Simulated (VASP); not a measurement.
# Li2O (Fm-3m) in VASP: notebook

Runs on Li2O. Level: PBEsol. Tasks: single point, relaxation of cell and atoms.

All numbers are computed with VASP 6.6.1; they aren't measurements. Logs are shortened: lines on timing, memory, paths and dates and some standing lists are left out, and cuts for length are marked.

### 1 Starting point

Symmetry: Fm-3m, No. 225, cubic system. Conventional cell: a = 4.580 Å, b = 4.580 Å, c = 4.580 Å, α = 90.00°, β = 90.00°, γ = 90.00°. Li (site symmetry -43m) has 4 O at 1.98 Å as nearest neighbours. O (site symmetry m-3m) is surrounded by 8 Li at 1.98 Å.

### 2 Single point, PBEsol

Input file INCAR:

```
SYSTEM = Li2O
  ALGO = Normal
  EDIFF = 1E-6
  ENCUT = 520
  GGA = PS
  ISIF = 2
  ISMEAR = 0
  LASPH = .TRUE.
  LCHARG = .TRUE.
  LELF = .TRUE.
  LREAL = .FALSE.
  LVHAR = .TRUE.
  LWAVE = .FALSE.
  NBANDS = 13
  NELM = 60
  PREC = Accurate
  SIGMA = 0.02
```

Input file KPOINTS:

```
k-points
0
G
  8 8 8
  0 0 0
```

Input file POSCAR:

```
Li2O
1.0
    0.0000000000      2.2899256072      2.2899256072
    2.2899256072      0.0000000000      2.2899256072
    2.2899256072      2.2899256072      0.0000000000
Li O
2 1
Direct
    0.2500000000      0.2500000000      0.2500000000
    0.7500000000      0.7500000000      0.7500000000
    0.0000000000      0.0000000000      0.0000000000
```

Potentials or basis: VASP PAW PBE potentials, release 64 (Li_sv, O).

On the command line:

```
cat potpaw_PBE.64/Li_sv/POTCAR potpaw_PBE.64/O/POTCAR > POTCAR
mpirun -np 1 vasp_std > vasp.out
```

OUTCAR:

```text
SYSTEM = Li2O
   EDIFF = 1E-6
   ENCUT = 520
   GGA = PS
   ISIF = 2
   ISMEAR = 0
   LASPH = .TRUE.
   LREAL = .FALSE.
   NELM = 60
   PREC = Accurate

 ion  position               nearest neighbor table
   1  0.250  0.250  0.250-   3 1.98   3 1.98   3 1.98   3 1.98   2 2.29   2 2.29   2 2.29   2 2.29
                             2 2.29   2 2.29
   2  0.750  0.750  0.750-   3 1.98   3 1.98   3 1.98   3 1.98   1 2.29   1 2.29   1 2.29   1 2.29
                             1 2.29   1 2.29
   3  0.000  0.000  0.000-   2 1.98   2 1.98   2 1.98   1 1.98   2 1.98   1 1.98   1 1.98   1 1.98

  LATTYP: Found a face centered cubic cell.
 ALAT       =     4.5798512144

  Lattice vectors:

 A1 = (   0.0000000000,   2.2899256072,   2.2899256072)
 A2 = (   2.2899256072,   0.0000000000,   2.2899256072)
 A3 = (   2.2899256072,   2.2899256072,   0.0000000000)

Analysis of symmetry for initial positions (statically):
=====================================================================
 Subroutine PRICEL returns:
 Original cell was already a primitive cell.

 Routine SETGRP: Setting up the symmetry group for a
 face centered cubic supercell.

 Subroutine GETGRP returns: Found 48 space group operations
 (whereof 48 operations were pure point group operations)
 out of a pool of 48 trial point group operations.

The static configuration has the point symmetry O_h .

Analysis of symmetry for dynamics (positions and initial velocities):
=====================================================================
 Subroutine PRICEL returns:
 Original cell was already a primitive cell.

 Routine SETGRP: Setting up the symmetry group for a
 face centered cubic supercell.

 Subroutine GETGRP returns: Found 48 space group operations
 (whereof 48 operations were pure point group operations)
 out of a pool of 48 trial point group operations.

The dynamic configuration has the point symmetry O_h .

 Subroutine INISYM returns: Found 48 space group operations
 (whereof 48 operations are pure point group operations),
 and found     1 'primitive' translations

----------------------------------------------------------------------------------------

                                     Primitive cell

  volume of cell :      24.0156

  direct lattice vectors                    reciprocal lattice vectors
     0.000000000  2.289925607  2.289925607    -0.218347705  0.218347705  0.218347705
     2.289925607  0.000000000  2.289925607     0.218347705 -0.218347705  0.218347705
     2.289925607  2.289925607  0.000000000     0.218347705  0.218347705 -0.218347705

  length of vectors
     3.238443851  3.238443851  3.238443851     0.378189318  0.378189318  0.378189318

  position of ions in fractional coordinates (direct lattice)
     0.250000000  0.250000000  0.250000000
     0.750000000  0.750000000  0.750000000
     0.000000000  0.000000000  0.000000000

  ion indices of the primitive-cell ions
   primitive index   ion index
                 1           1
                 2           2
                 3           3

----------------------------------------------------------------------------------------

 KPOINTS: k-points

Automatic generation of k-mesh.
 Grid dimensions read from file:
 generate k-points for:    8    8    8

 Generating k-lattice:

  Cartesian coordinates                     Fractional coordinates (reciprocal lattice)
    -0.027293463  0.027293463  0.027293463     0.125000000  0.000000000  0.000000000
     0.027293463 -0.027293463  0.027293463     0.000000000  0.125000000  0.000000000
     0.027293463  0.027293463 -0.027293463     0.000000000  0.000000000  0.125000000

  Length of vectors
     0.047273665  0.047273665  0.047273665

  Shift w.r.t. Gamma in fractional coordinates (k-lattice)
     0.000000000  0.000000000  0.000000000

 Subroutine IBZKPT returns following result:
 ===========================================

 Found     29 irreducible k-points:

 Following reciprocal coordinates:
            Coordinates               Weight
  0.000000  0.000000  0.000000      1.000000
  0.125000  0.000000  0.000000      8.000000
  0.250000  0.000000  0.000000      8.000000
  0.375000  0.000000  0.000000      8.000000
  0.500000  0.000000  0.000000      4.000000
  0.125000  0.125000  0.000000      6.000000
[... 16 lines left out ...]
  0.500000  0.250000  0.125000     48.000000
 -0.375000  0.250000  0.125000     24.000000
 [... further k-points ...]
   k-points           NKPTS =     29   k-points in BZ     NKDIM =     29   number of bands    NBANDS=     13
   number of dos      NEDOS =    301   number of ions     NIONS =      3
   total plane-waves  NPLWV =  13824
   dimension x,y,z NGX =    24 NGY =   24 NGZ =   24
   dimension x,y,z NGXF=    48 NGYF=   48 NGZF=   48
   ions per type =               2   1
   NGX,Y,Z   is equivalent  to a cutoff of  12.32, 12.32, 12.32 a.u.
   NGXF,Y,Z  is equivalent  to a cutoff of  24.64, 24.64, 24.64 a.u.
 SYSTEM =  Li2O
   PREC   = accura    normal or accurate (medium, high low for compatibility)
   ISTART =      0    job   : 0-new  1-cont  2-samecut
   ICHARG =      2    charge: 1-file 2-atom 10-const
   ISPIN  =      1    spin polarized calculation?
   LNONCOLLINEAR =      F non collinear calculations
   LSORBIT =      F    spin-orbit coupling
   LASPH  =      T    aspherical Exc in radial PAW
   ENCUT  =  520.0 eV  38.22 Ry    6.18 a.u.   6.02  6.02  6.02*2*pi/ulx,y,z
   NELM   =     60;   NELMIN=  2; NELMDL= -5     # of ELM steps
   EDIFF  = 0.1E-05   stopping-criterion for ELM
   LREAL  =      F    real-space projection
   EDIFFG = 0.1E-04   stopping-criterion for IOM
   NSW    =      0    number of steps for IOM
   IBRION =     -1    ionic relax: 0-MD 1-quasi-New 2-CG
   NFREE  =      0    steps in history (QN), initial steepest desc. (CG)
   ISIF   =      2    stress and relaxation
   ISYM   =      2    0-nonsym 1-usesym 2-fastsym
   POTIM  = 0.5000    time-step for ionic-motion
   TEBEG  =    0.0;   TEEND  =   0.0 temperature during run
   PSTRESS=    0.0 pullay stress
   NELECT =      12.0000    total number of electrons
   NUPDOWN=      -1.0000    fix difference up-down
   EMIN   =  10.00;   EMAX   =-10.00  energy-range for DOS
   EFERMI =   0.00;   METHOD = LEGACY
   ISMEAR =     0;   SIGMA  =   0.02  broadening in eV -4-tet -1-fermi 0-gaus
   EFERMI_NEDOS =   21; number of points for ismear=-14 and -15
   IALGO  =     38    algorithm
   IMIX   =      4    mixing-type and parameters
     AMIX     =   0.40;   BMIX     =  1.00
     AMIX_MAG =   1.60;   BMIX_MAG =  1.00
  volume/ion in A,a.u.               =       8.01        54.02
  Fermi-wavevector in a.u.,A,eV,Ry     =   1.299084  2.454913 22.961451  1.687619
  Thomas-Fermi vector in A             =   2.430371
   LORBIT       =      0    0 simple, 1 ext, 2 COOP (PROOUT), +10 PAW based schemes
   GGA     = PS    functional components
   LHFCALC =     F    Hartree Fock is set to
   AEXX    =    0.0000 exact exchange contribution
   IVDW    =     0    specifies the selected vdW correction
   LEPSILON=     F    determine dielectric tensor
   LRPA    =     F    only Hartree local field effects (RPA)
 non-spin polarized calculation
 Gauss-broadening in eV      SIGMA  =   0.02
  energy-cutoff  :      520.00
  volume of cell :       24.02
 maximum number of plane-waves:       660
   NGX = 13   NGY = 13   NGZ = 13

 number of electron      11.9999985 magnetization

 Free energy of the ion-electron system (eV)
  ---------------------------------------------------
  ext. energy  EPLUGINS =         0.00000000
  ---------------------------------------------------
  free energy    TOTEN  =       -14.74589050 eV

  energy without entropy =      -14.74589050  energy(sigma->0) =      -14.74589050

 E-fermi :   1.4623     XC(G=0): -10.0326

 val. band max:        1.3663094514   @ k =   0.0000   0.0000   0.0000
 cond. band min:       6.2307322339   @ k =   0.5000   0.5000   0.0000
 fundamental gap:      4.8644227825
 Fermi energy:         1.4623304423

 k-point     1 :       0.0000    0.0000    0.0000
  band No.  band energies     occupation
      1     -40.8699      2.00000
      2     -40.4885      2.00000
      3     -14.0287      2.00000
      4       1.3663      2.00000
      5       1.3663      2.00000
      6       1.3663      2.00000
      7       6.7232      0.00000
      8      13.3091      0.00000
      9      13.3091      0.00000
     10      13.3092      0.00000
     11      20.4615      0.00000
     12      20.4615      0.00000
     13      20.4615      0.00000

 k-point     2 :       0.1250    0.0000    0.0000
  band No.  band energies     occupation
      1     -40.8527      2.00000
      2     -40.5011      2.00000
      3     -13.9983      2.00000
      4       0.8370      2.00000
      5       1.2909      2.00000
      6       1.2909      2.00000
      7       7.1406      0.00000
      8      13.3498      0.00000
      9      13.5305      0.00000
     10      13.5306      0.00000
     11      19.0968      0.00000
     12      19.0969      0.00000
     13      21.0138      0.00000

 k-point     3 :       0.2500    0.0000    0.0000
  band No.  band energies     occupation
      1     -40.8056      2.00000
      2     -40.5369      2.00000
      3     -13.9211      2.00000
      4      -0.2420      2.00000
      5       1.1198      2.00000
      6       1.1199      2.00000
      7       8.1365      0.00000
      8      13.1738      0.00000
      9      13.7918      0.00000
     10      13.7919      0.00000
     11      18.2451      0.00000
     12      18.2451      0.00000
     13      22.3747      0.00000
[... 305 lines left out ...]
 k-point    23 :       0.5000    0.2500    0.1250
  band No.  band energies     occupation
      1     -40.7204      2.00000
      2     -40.6042      2.00000
      3     -13.8012      2.00000
      4      -0.9309      2.00000
      5       0.2980      2.00000
      6       0.6977      2.00000
      7       8.8397      0.00000
      8      12.1929      0.00000
      9      14.5484      0.00000
     10      15.0071      0.00000
     11      17.2495      0.00000
     12      20.8512      0.00000
     13      24.0688      0.00000

 k-point    24 :      -0.3750    0.2500    0.1250
  band No.  band energies     occupation
      1     -40.6607      2.00000
      2     -40.6600      2.00000
      3     -13.7724      2.00000
      4      -1.1860      2.00000
      5       0.3285      2.00000
      6       0.5228      2.00000
      7       9.2966      0.00000
      8      11.7495      0.00000
      9      14.5071      0.00000
     10      14.9120      0.00000
     11      19.0740      0.00000
     12      19.4058      0.00000
     13      24.6094      0.00000

 [... further k-points ...]
[... 5 lines left out ...]
  --------------------------------------------------------------------------------------
  -------------------------------------------------------------------------------------
  Total        0.0546595      0.0546595      0.0546595     -0.0000000      0.0000000     -0.0000000
  in kB        3.6465508      3.6465508      3.6465508     -0.0000000      0.0000000     -0.0000000
  external PRESSURE =       3.6465508 kB  Pullay stress =       0.0000000 kB

 VOLUME and BASIS-vectors are now :
 -----------------------------------------------------------------------------
  energy-cutoff  :      520.00
  volume of cell :       24.02
      direct lattice vectors                 reciprocal lattice vectors
     0.000000000  2.289925607  2.289925607    -0.218347705  0.218347705  0.218347705
     2.289925607  0.000000000  2.289925607     0.218347705 -0.218347705  0.218347705
     2.289925607  2.289925607  0.000000000     0.218347705  0.218347705 -0.218347705

 POSITION                                       TOTAL-FORCE (eV/Angst)
 -----------------------------------------------------------------------------------
      1.14496      1.14496      1.14496        -0.000000      0.000000      0.000000
      3.43489      3.43489      3.43489         0.000000     -0.000000     -0.000000
      0.00000      0.00000      0.00000         0.000000      0.000000      0.000000
 -----------------------------------------------------------------------------------
    total drift:                               -0.000000      0.000000      0.000000

  FREE ENERGIE OF THE ION-ELECTRON SYSTEM (eV)
  ---------------------------------------------------
  free  energy   TOTEN  =       -14.7458905038 eV

  energy  without entropy=      -14.7458905038  energy(sigma->0) =      -14.74589050
```

Run time: 4.3 s. Hardware: 1 thread of Intel Xeon Platinum 8488C (Sapphire Rapids), shared host; peak memory 0.13 GiB.

Results:

```yaml
Free_energy: -14.7459 eV
Band_gap_on_the_k_mesh: 4.86 eV, indirect (least direct gap 5.36 eV)
```

Caveat: the cutoff is under 1.25 times the usual one of these potentials, so pressure, stress and relaxed cells hold a basis-set (Pulay) error; the PAW data sets were made with another functional, which shifts forces and pressure a little.

### 3 Single point, PBEsol (cell and atoms relaxed tightly for response)

Input file INCAR:

```
SYSTEM = Li2O
  PREC = Accurate
  ENCUT = 520
  EDIFF = 1E-6
  ISMEAR = 0
  SIGMA = 0.01
  LREAL = .False.
  LASPH = .True.
  NELM = 80
  ALGO = Normal
  ISIF = 2
  LWAVE = .False.
  LCHARG = .False.
  GGA = PS
  NBANDS = 13
```

Input file KPOINTS:

```
Automatic mesh
0
Gamma
  8 8 8
  0 0 0
```

POSCAR is that of step 2.

Potentials or basis: VASP PAW PBE potentials, release 64 (Li_sv, O).

On the command line:

```
cat potpaw_PBE.64/Li_sv/POTCAR potpaw_PBE.64/O/POTCAR > POTCAR
mpirun -np 1 vasp_std > vasp.out
```

It took 4 s on 1 thread of Intel Xeon Platinum 8488C (Sapphire Rapids), shared host; peak memory 0.13 GiB.

Results (log left out):

| Quantity | Value |
| --- | --- |
| Free energy | -14.7459 eV |
| Band gap on the k mesh | 4.86 eV, indirect (least direct gap 5.36 eV) |

Levels at points of the mesh, in eV from the valence-band top:
| k point | band 4 | band 5 | band 6 | band 7 | band 8 | band 9 |
| --- | --- | --- | --- | --- | --- | --- |
| (0.00, 0.00, 0.00) | 0.00 | 0.00 | 0.00 | 5.36 | 11.94 | 11.94 |
| (0.50, 0.00, 0.00) | -2.87 | -0.47 | -0.47 | 9.25 | 9.99 | 12.06 |
| (0.50, 0.50, 0.00) | -1.63 | -1.45 | -1.45 | 4.86 | 13.65 | 13.65 |

Caveat: the cutoff is under 1.25 times the usual one of these potentials, so pressure, stress and relaxed cells hold a basis-set (Pulay) error; the PAW data sets were made with another functional, which shifts forces and pressure a little. A k mesh can miss the band edges.

### 4 Relaxation of cell and atoms, PBEsol (cell and atoms relaxed tightly for response)

Input file INCAR:

```
SYSTEM = Li2O
PREC = Accurate
ENCUT = 600
EDIFF = 1E-6
ISMEAR = 0
SIGMA = 0.01
LREAL = .False.
LASPH = .True.
NELM = 100
ALGO = Normal
ISIF = 3
LWAVE = .False.
LCHARG = .False.
GGA = PS
IBRION = 2
NSW = 80
EDIFFG = -0.001
```

Input file KPOINTS:

```
regular mesh
0
Gamma
  8 8 8
  0 0 0
```

POSCAR is that of step 3.

On the command line:

```
cat potpaw_PBE.64/Li_sv/POTCAR potpaw_PBE.64/O/POTCAR > POTCAR
mpirun -np 1 vasp_std > vasp.out
```

Run time: 6.1 s. Hardware: 1 thread of Intel Xeon Platinum 8488C (Sapphire Rapids), shared host; peak memory 0.15 GiB.

It converged, with:

```yaml
Free_energy: -14.7501 eV
Pressure_after_relaxing: 0.0 GPa
Band_gap_on_the_k_mesh: 4.87 eV, indirect (least direct gap 5.36 eV)
```

Final structure:
```xyz
3
Lattice="0.0000 2.2899 2.2899 2.2899 0.0000 2.2899 2.2899 2.2899 0.0000" Properties=species:S:1:pos:R:3 pbc="T T T"
Li    1.1450    1.1450    1.1450
Li    3.4349    3.4349    3.4349
O     0.0000    0.0000    0.0000
```

Levels at points of the mesh, in eV from the valence-band top:
```tsv
k point	band 3	band 4	band 5	band 6	band 7	band 8	band 9	band 10
(0.00, 0.00, 0.00)	-15.40	0.00	0.00	0.00	5.36	11.94	11.94	11.94
(0.50, 0.00, 0.00)	-15.17	-2.87	-0.47	-0.47	9.25	9.99	12.06	12.06
(0.50, 0.50, 0.00)	-15.12	-1.63	-1.45	-1.45	4.87	13.65	13.65	14.98
```

Caveat: the cutoff is under 1.25 times the usual one of these potentials, so pressure, stress and relaxed cells hold a basis-set (Pulay) error; the relaxation stopped at its first step, so nothing moved; the PAW data sets were made with another functional, which shifts forces and pressure a little. A k mesh can miss the band edges.

### 5 The runs side by side

| task | cell | cutoff (eV) | smearing | gap on the mesh (eV) |
| --- | --- | --- | --- | --- |
| single point | as given | 520 | gaussian 0.02 eV | 4.86 |
| single point | cell and atoms relaxed tightly for response | 520 | gaussian 0.01 eV | 4.86 |
| relaxation of cell and atoms | relaxed from: cell and atoms relaxed tightly for response | 600 | gaussian 0.01 eV | 4.87 |

Alike in all rows: level PBEsol; potentials or basis VASP PAW PBE potentials, release 64 (Li_sv, O); no spin polarisation; k mesh 8 × 8 × 8.

Caveats: the cutoff is under 1.25 times the usual one of these potentials, so pressure, stress and relaxed cells hold a basis-set (Pulay) error; the PAW data sets were made with another functional, which shifts forces and pressure a little; the relaxation stopped at its first step, so nothing moved (some runs).

Total energies depend on the potentials used, so only differences within one code and one set of settings carry meaning.
